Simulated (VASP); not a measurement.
# CoO (Fm-3m) in VASP: a series of runs

Aim: see how the results for CoO move with the level of theory and the settings. Levels: SCAN+MBD, SCAN+MBD-FI, SCAN+rVV10. Tasks: relaxation of cell and atoms.

Program: VASP 6.6.1. These are calculated values, not measurements. Logs are shortened: lines on timing, memory, paths and dates and some standing lists are left out, and cuts for length are marked.

**1. Starting point**

The structure is cubic, space group Fm-3m (No. 225). Conventional cell: a = 4.263 Å, b = 4.263 Å, c = 4.263 Å, α = 90.00°, β = 90.00°, γ = 90.00°. Around Co (site symmetry m-3m) lie 6 O at 2.13 Å. O (site symmetry m-3m) has 6 Co at 2.13 Å as nearest neighbours.

**2. Relaxation of cell and atoms, SCAN+MBD, collinear spin, ferromagnetic start**

INCAR reads:

```
PREC = Accurate
ENCUT = 600
EDIFF = 1E-6
ISMEAR = -1
SIGMA = 0.05
LREAL = False
LASPH = True
NELM = 150
ALGO = Normal
ISIF = 3
LWAVE = False
LCHARG = False
ISPIN = 2
MAGMOM = 2 0
LORBIT = 11
LMAXMIX = 4
METAGGA = SCAN
LMIXTAU = True
IVDW = 202
IBRION = 2
NSW = 40
EDIFFG = -0.01
```

KPOINTS reads:

```
Automatic mesh
0
Gamma
  8 8 8
```

POSCAR reads:

```
CoO
1.0
    0.0000000000      2.1315000000      2.1315000000
    2.1315000000      0.0000000000      2.1315000000
    2.1315000000      2.1315000000      0.0000000000
Co O
1 1
Direct
    0.0000000000      0.0000000000      0.0000000000
    0.5000000000      0.5000000000      0.5000000000
```

Potentials or basis: VASP PAW PBE potentials, release 64 (Co, O).

Launch:

```
$ cat potpaw_PBE.64/Co/POTCAR potpaw_PBE.64/O/POTCAR > POTCAR
$ mpirun -np 1 vasp_std > vasp.out
```

OUTCAR:

```text
PREC = Accurate
   ENCUT = 600
   EDIFF = 1E-6
   ISMEAR = -1
   LREAL = False
   LASPH = True
   NELM = 150
   ISIF = 3
   ISPIN = 2
   LORBIT = 11
   METAGGA = SCAN
   IVDW = 202
   IBRION = 2
   NSW = 40
   EDIFFG = -0.01
  IVDW = 202

 ion  position               nearest neighbor table
   1  0.000  0.000  0.000-   2 2.13   2 2.13   2 2.13   2 2.13   2 2.13   2 2.13
   2  0.500  0.500  0.500-   1 2.13   1 2.13   1 2.13   1 2.13   1 2.13   1 2.13

  LATTYP: Found a face centered cubic cell.
 ALAT       =     4.2630000000

  Lattice vectors:

 A1 = (   0.0000000000,   2.1315000000,   2.1315000000)
 A2 = (   2.1315000000,   0.0000000000,   2.1315000000)
 A3 = (   2.1315000000,   2.1315000000,   0.0000000000)

Analysis of symmetry for initial positions (statically):
=====================================================================
 Subroutine PRICEL returns:
 Original cell was already a primitive cell.

 Routine SETGRP: Setting up the symmetry group for a
 face centered cubic supercell.

 Subroutine GETGRP returns: Found 48 space group operations
 (whereof 48 operations were pure point group operations)
 out of a pool of 48 trial point group operations.

The static configuration has the point symmetry O_h .

Analysis of symmetry for dynamics (positions and initial velocities):
=====================================================================
 Subroutine PRICEL returns:
 Original cell was already a primitive cell.

 Routine SETGRP: Setting up the symmetry group for a
 face centered cubic supercell.

 Subroutine GETGRP returns: Found 48 space group operations
 (whereof 48 operations were pure point group operations)
 out of a pool of 48 trial point group operations.

The dynamic configuration has the point symmetry O_h .

Analysis of structural, dynamic, and magnetic symmetry:
=====================================================================
 Subroutine PRICEL returns:
 Original cell was already a primitive cell.

 Routine SETGRP: Setting up the symmetry group for a
 face centered cubic supercell.

 Subroutine GETGRP returns: Found 48 space group operations
 (whereof 48 operations were pure point group operations)
 out of a pool of 48 trial point group operations.

The overall configuration has the point symmetry O_h .

 Subroutine INISYM returns: Found 48 space group operations
 (whereof 48 operations are pure point group operations),
 and found     1 'primitive' translations

----------------------------------------------------------------------------------------

                                     Primitive cell

  volume of cell :      19.3681

  direct lattice vectors                    reciprocal lattice vectors
     0.000000000  2.131500000  2.131500000    -0.234576589  0.234576589  0.234576589
     2.131500000  0.000000000  2.131500000     0.234576589 -0.234576589  0.234576589
     2.131500000  2.131500000  0.000000000     0.234576589  0.234576589 -0.234576589

  length of vectors
     3.014396208  3.014396208  3.014396208     0.406298571  0.406298571  0.406298571

  position of ions in fractional coordinates (direct lattice)
     0.000000000  0.000000000  0.000000000
     0.500000000  0.500000000  0.500000000

  ion indices of the primitive-cell ions
   primitive index   ion index
                 1           1
                 2           2

----------------------------------------------------------------------------------------

 KPOINTS: Automatic mesh

Automatic generation of k-mesh.
 Grid dimensions read from file:
 generate k-points for:    8    8    8

 Generating k-lattice:

  Cartesian coordinates                     Fractional coordinates (reciprocal lattice)
    -0.029322074  0.029322074  0.029322074     0.125000000  0.000000000  0.000000000
     0.029322074 -0.029322074  0.029322074     0.000000000  0.125000000  0.000000000
     0.029322074  0.029322074 -0.029322074     0.000000000  0.000000000  0.125000000

  Length of vectors
     0.050787321  0.050787321  0.050787321

  Shift w.r.t. Gamma in fractional coordinates (k-lattice)
     0.000000000  0.000000000  0.000000000

 Subroutine IBZKPT returns following result:
 ===========================================

 Found     29 irreducible k-points:

 Following reciprocal coordinates:
            Coordinates               Weight
  0.000000  0.000000  0.000000      1.000000
  0.125000  0.000000  0.000000      8.000000
  0.250000  0.000000  0.000000      8.000000
  0.375000  0.000000  0.000000      8.000000
  0.500000  0.000000  0.000000      4.000000
  0.125000  0.125000  0.000000      6.000000
[... 16 lines left out ...]
  0.500000  0.250000  0.125000     48.000000
 -0.375000  0.250000  0.125000     24.000000
 [... further k-points ...]
   k-points           NKPTS =     29   k-points in BZ     NKDIM =     29   number of bands    NBANDS=     12
   number of dos      NEDOS =    301   number of ions     NIONS =      2
   total plane-waves  NPLWV =  13824
   dimension x,y,z NGX =    24 NGY =   24 NGZ =   24
   dimension x,y,z NGXF=    48 NGYF=   48 NGZF=   48
   ions per type =               1   1
   NGX,Y,Z   is equivalent  to a cutoff of  13.24, 13.24, 13.24 a.u.
   NGXF,Y,Z  is equivalent  to a cutoff of  26.47, 26.47, 26.47 a.u.
 SYSTEM =  unknown system
   PREC   = accura    normal or accurate (medium, high low for compatibility)
   ISTART =      0    job   : 0-new  1-cont  2-samecut
   ICHARG =      2    charge: 1-file 2-atom 10-const
   ISPIN  =      2    spin polarized calculation?
   LNONCOLLINEAR =      F non collinear calculations
   LSORBIT =      F    spin-orbit coupling
   LASPH  =      T    aspherical Exc in radial PAW
   ENCUT  =  600.0 eV  44.10 Ry    6.64 a.u.   6.02  6.02  6.02*2*pi/ulx,y,z
   NELM   =    150;   NELMIN=  2; NELMDL= -5     # of ELM steps
   EDIFF  = 0.1E-05   stopping-criterion for ELM
   LREAL  =      F    real-space projection
   EDIFFG = -.1E-01   stopping-criterion for IOM
   NSW    =     40    number of steps for IOM
   IBRION =      2    ionic relax: 0-MD 1-quasi-New 2-CG
   NFREE  =      1    steps in history (QN), initial steepest desc. (CG)
   ISIF   =      3    stress and relaxation
   ISYM   =      2    0-nonsym 1-usesym 2-fastsym
   POTIM  = 0.5000    time-step for ionic-motion
   TEBEG  =    0.0;   TEEND  =   0.0 temperature during run
   PSTRESS=    0.0 pullay stress
   NELECT =      15.0000    total number of electrons
   NUPDOWN=      -1.0000    fix difference up-down
   EMIN   =  10.00;   EMAX   =-10.00  energy-range for DOS
   EFERMI =   0.00;   METHOD = LEGACY
   ISMEAR =    -1;   SIGMA  =   0.05  broadening in eV -4-tet -1-fermi 0-gaus
   EFERMI_NEDOS =   21; number of points for ismear=-14 and -15
   IALGO  =     38    algorithm
   IMIX   =      4    mixing-type and parameters
     AMIX     =   0.40;   BMIX     =  1.00
     AMIX_MAG =   1.60;   BMIX_MAG =  1.00
  volume/ion in A,a.u.               =       9.68        65.35
  Fermi-wavevector in a.u.,A,eV,Ry     =   1.503407  2.841027 30.752334  2.260233
  Thomas-Fermi vector in A             =   2.614521
   LORBIT       =     11    0 simple, 1 ext, 2 COOP (PROOUT), +10 PAW based schemes
   METAGGA = SCAN    functional components
   LHFCALC =     F    Hartree Fock is set to
   AEXX    =    0.0000 exact exchange contribution
   IVDW    =   202    specifies the selected vdW correction
   LEPSILON=     F    determine dielectric tensor
   LRPA    =     F    only Hartree local field effects (RPA)
 conjugate gradient relaxation of ions
 spin polarized calculation
  energy-cutoff  :      600.00
  volume of cell :       19.37
 maximum number of plane-waves:       660
   NGX = 13   NGY = 13   NGZ = 13

--------------------------------------- Ionic step        1  -------------------------------------------

 number of electron      15.0000007 magnetization       2.9866804

 Free energy of the ion-electron system (eV)
  ---------------------------------------------------
  ext. energy  EPLUGINS =         0.00000000
  ---------------------------------------------------
  free energy    TOTEN  =       -25.37021719 eV

  energy without entropy =      -25.33309748  energy(sigma->0) =      -25.35165733

------------------------ aborting loop because EDIFF is reached ----------------------------------------

  Tkatchenko/Scheffler method for vdW energy calculation

  Edisp (eV):   -0.27610

  FORCE on cell =-STRESS in cart. coord.  units (eV):
  Direction    XX          YY          ZZ          XY          YZ          ZX
  --------------------------------------------------------------------------------------
  -------------------------------------------------------------------------------------
  Total      -1.29612    -1.29612    -1.29612    -0.00000    -0.00000     0.00000
  in kB    -107.21825  -107.21825  -107.21825    -0.00000    -0.00000     0.00000
  external pressure =     -107.22 kB  Pullay stress =        0.00 kB
[... 101 lines left out ...]
  energy  without entropy=      -25.6410947804  energy(sigma->0) =      -25.65939254

--------------------------------------- Ionic step        4  -------------------------------------------

 number of electron      14.9999997 magnetization       2.9049833

 Free energy of the ion-electron system (eV)
  ---------------------------------------------------
  ext. energy  EPLUGINS =         0.00000000
  ---------------------------------------------------
  free energy    TOTEN  =       -25.38404351 eV

  energy without entropy =      -25.34752022  energy(sigma->0) =      -25.36578186

 E-fermi :   8.3189     XC(G=0): -13.4709

 val. band max:        8.3068878768   @ k =   0.5000   0.2500   0.0000
 cond. band min:       8.3279222275   @ k =  -0.2500   0.2500   0.0000
 fundamental gap:      0.0210343507
 Fermi energy:         8.3189092258

 spin component 1

 k-point     1 :       0.0000    0.0000    0.0000
  band No.  band energies     occupation
      1     -13.2656      1.00000
      2       4.5328      1.00000
      3       4.5334      1.00000
      4       4.9260      1.00000
      5       4.9261      1.00000
      6       4.9271      1.00000
      7       5.0462      1.00000
      8       5.0462      1.00000
      9       5.0462      1.00000
     10      10.1592      0.00000
     11      26.2916      0.00000
     12      27.7145      0.00000
[... 331 lines left out ...]
 k-point    24 :      -0.3750    0.2500    0.1250
  band No.  band energies     occupation
      1     -11.8887      1.00000
      2       0.4438      1.00000
      3       1.7642      1.00000
      4       1.9390      1.00000
      5       5.4240      1.00000
      6       5.7005      1.00000
      7       6.1991      1.00000
      8       6.9865      1.00000
      9       7.7210      0.99999
     10      16.5336      0.00000
     11      18.3719      0.00000
     12      20.5707      0.00000

 [... further k-points ...]

 spin component 2

 k-point     1 :       0.0000    0.0000    0.0000
  band No.  band energies     occupation
      1     -12.7954      1.00000
      2       5.6874      1.00000
      3       5.6876      1.00000
      4       5.6880      1.00000
      5       7.0908      1.00000
      6       7.0919      1.00000
      7       7.1101      1.00000
      8       9.8287      0.00000
      9       9.8588      0.00000
     10      10.9449      0.00000
     11      26.5513      0.00000
     12      28.2675      0.00000
[... 332 lines left out ...]
  band No.  band energies     occupation
      1     -11.3283      1.00000
      2       1.0485      1.00000
      3       2.9635      1.00000
      4       3.6313      1.00000
      5       8.0229      0.99732
      6       8.0633      0.99401
      7       8.4503      0.06737
      8      11.5072      0.00000
      9      12.1560      0.00000
     10      17.2141      0.00000
     11      19.5508      0.00000
     12      21.3162      0.00000

 [... further k-points ...]

------------------------ aborting loop because EDIFF is reached ----------------------------------------

  Hirshfeld charges:
            ion         q(e)
   ------------------------------
      1     Co       0.38509347
      2     O       -0.38509347

  Tkatchenko/Scheffler method for vdW energy calculation

  Edisp (eV):   -0.29325

  FORCE on cell =-STRESS in cart. coord.  units (eV):
  Direction    XX          YY          ZZ          XY          YZ          ZX
  --------------------------------------------------------------------------------------
  -------------------------------------------------------------------------------------
  Total      -0.01506    -0.01506    -0.01506     0.00000     0.00000     0.00000
  in kB      -1.31965    -1.31965    -1.31965     0.00000     0.00000     0.00000
  external pressure =       -1.32 kB  Pullay stress =        0.00 kB
[... 17 lines left out ...]
  FREE ENERGIE OF THE ION-ELECTRON SYSTEM (eV)
  ---------------------------------------------------
  free  energy   TOTEN  =       -25.6772977926 eV

  energy  without entropy=      -25.6407745065  energy(sigma->0) =      -25.65903615

 reached required accuracy - stopping structural energy minimisation

 total charge

# of ion       s       p       d       tot
------------------------------------------
    1        0.313   0.403   7.145   7.861
    2        1.560   3.506   0.000   5.066
--------------------------------------------------
tot          1.873   3.909   7.145  12.927

 magnetization (x)

# of ion       s       p       d       tot
------------------------------------------
    1        0.027   0.022   2.587   2.636
    2        0.029   0.222   0.000   0.251
--------------------------------------------------
tot          0.057   0.244   2.587   2.887
```

It took 3.7 min on 1 thread of AMD EPYC 9R45 (Zen 5), shared host; peak memory 0.14 GiB.

Results:

| Item | Value |
| --- | --- |
| Free energy | -25.6773 eV |
| Relaxed volume | 9.14 Å³/atom |
| Relaxed cell | a = 2.957 Å, b = 2.957 Å, c = 2.957 Å, α = 60.00°, β = 60.00°, γ = 60.00° |
| Space group after relaxing (to 0.05 Å) | Fm-3m (No. 225) |
| Energy gained by relaxing | 15.5 meV/atom |
| Ionic steps | 4 |
| Pressure after relaxing | -0.1 GPa |
| Band gap on the k mesh | none (metal or under the smearing width) |
| Net moment | 2.90 μB per cell |
| Site moments | Co +2.64; O +0.25 μB |
| Valence electrons inside the program's atomic spheres | Co 7.86; O 5.07 |
| Hirshfeld charges | Co +0.39; O -0.39 e |
| Dispersion energy per atom | -0.147 eV |

Step by step:
```csv
step,energy change (eV),largest force (eV/Å),pressure (GPa),volume (Å³)
1,0.0000,0.0000,-10.72,19.37
2,-0.0085,0.0000,8.56,17.61
3,-0.0314,0.0000,-1.77,18.44
4,-0.0310,0.0000,-0.13,18.29
```

Final structure:
```yaml
crystal:
  lattice:
    - [0.00000, 2.09108, 2.09108]
    - [2.09108, 0.00000, 2.09108]
    - [2.09108, 2.09108, 0.00000]
  atoms:
    - { symbol: Co, position: [0.00000, 0.00000, 0.00000] }
    - { symbol: O, position: [0.50000, 0.50000, 0.50000] }
```

Levels at points of the mesh, in eV from the Fermi level:
Spin up:
| k point | band 6 | band 7 | band 8 | band 9 | band 10 | band 11 | band 12 |
| --- | --- | --- | --- | --- | --- | --- | --- |
| (0.00, 0.00, 0.00) | -3.39 | -3.27 | -3.27 | -3.27 | 1.84 | 17.97 | 19.40 |
| (0.50, 0.00, 0.00) | -2.65 | -1.98 | 0.09 | 0.09 | 5.89 | 10.72 | 14.61 |
| (0.50, 0.50, 0.00) | -3.43 | -2.81 | -2.33 | -2.33 | 6.81 | 11.14 | 12.58 |
Spin down:
| k point | band 2 | band 3 | band 4 | band 5 | band 6 | band 7 | band 8 | band 9 | band 10 | band 11 |
| --- | --- | --- | --- | --- | --- | --- | --- | --- | --- | --- |
| (0.00, 0.00, 0.00) | -2.63 | -2.63 | -2.63 | -1.23 | -1.23 | -1.21 | 1.51 | 1.54 | 2.63 | 18.23 |
| (0.50, 0.00, 0.00) | -8.04 | -4.74 | -4.73 | -0.12 | -0.11 | 0.21 | 4.32 | 4.35 | 6.34 | 11.82 |
| (0.50, 0.50, 0.00) | -6.77 | -4.01 | -4.01 | -2.38 | 0.08 | 0.08 | 2.10 | 2.69 | 8.01 | 11.86 |

Caveat: the PAW data sets were made with another functional, which shifts forces and pressure a little; a cell with one magnetic atom can't hold antiferromagnetic order, which such compounds often take; semilocal functionals often make such compounds metallic where correlation or magnetic order opens a gap, which also shifts bond lengths; pairwise dispersion overbinds metals, which lowers pressure and volume. With open d or f shells a metallic result of SCAN can be an artefact of self-interaction; +U or a hybrid may open a gap.

[end of part 1 of 2]
